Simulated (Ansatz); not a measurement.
## Gradients in VO2 at several cell volumes

Reference cell: a structure deposited in the COD, whose atoms a relaxation with PBE at fixed cell left in place.

Space group P4_2/mnm (No. 136); a = 4.5546, c = 2.8528 Å.

```
site  Wyckoff  site symmetry       x       y       z
   V       2a           m.mm  0.0000  0.0000  0.0000
   O       4f           m.2m  0.3001  0.3001  0.0000
```

One atom of each set is listed.

The numbers come from a DFT calculation in Ansatz (PBE, plane waves and PAW, scalar-relativistic, collinear spin, 420 eV cutoff, Γ-centred 10×10×16 k-points, Fermi–Dirac smearing 0.05 eV). Start moments as typed (μB): 1 on each V, none on the rest.

The cell is scaled uniformly, and the ions relax again at each size.

(1) How do the gradients (10²¹ V/m²) respond?

With no gap above 0.1 eV, as in a metal, the gradients converge slowly in k; expect changes of a tenth or more on a denser mesh. Semilocal functionals can leave a metal where correlation in the d or f shell opens a gap in the real compound, and that would change the values at and beside V. All moments are parallel here, as the start or the cell imposes; many such compounds order antiparallel, where fields and spin densities carried over to other atoms largely cancel. The magnetic order is the one that the run reached from its start moments, not necessarily the measured one. On some sites the largest principal value moves to another axis along the series, and the sign of V_zz can flip with it.

Results:

(1) 

```
V/V₀    V V_zz (η)    O V_zz (η)
0.94   1.16 (0.40)  -2.79 (0.78)
0.96   0.92 (0.01)  -2.85 (0.82)
0.98   0.68 (0.66)  -2.89 (0.85)
1.00  -0.71 (0.09)  -2.91 (0.90)
1.02  -0.78 (0.56)  -2.95 (0.92)
1.04   0.99 (0.77)  -2.95 (0.96)
1.06   1.35 (0.40)   2.96 (0.99)
```
